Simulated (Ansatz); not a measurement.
Crystal: CdSe.

```xyz
2
Lattice="0.0000 3.0703 3.0703 3.0703 0.0000 3.0703 3.0703 3.0703 0.0000" Properties=species:S:1:pos:R:3 pbc="T T T"
Cd    0.0000    0.0000    0.0000
Se    1.5351    1.5351    1.5351
```

Measurements of this composition are mostly on another form, of space group No. 186.

Base run:

| Item | Value |
| --- | --- |
| Program | Ansatz 0.2.0 |
| Functional | PBE |
| Potentials or basis | all-electron LAPW, scalar-relativistic |
| Cutoff | 266 eV (chosen from the basis error) |
| Basis error allowed | 0.001 eV/atom |
| k mesh | 6 × 6 × 6 |
| Occupations | fermi-dirac, width 0.05 eV |
| Spin | no spin polarisation |

Its results: band gap on the k mesh 0.55 eV, direct; pressure 1.3 GPa.

Task: The run is repeated on the same cell with these changes: potentials or basis from all-electron LAPW, scalar-relativistic to all-electron LAPW, relativistic spinors; spin from no spin polarisation to spin-orbit coupling, no magnetisation. What comes out?

Result: Band gap on the k mesh 0.43 eV, direct; pressure 1.3 GPa.

Spin-orbit coupling splits the band edges, which narrows the gap.
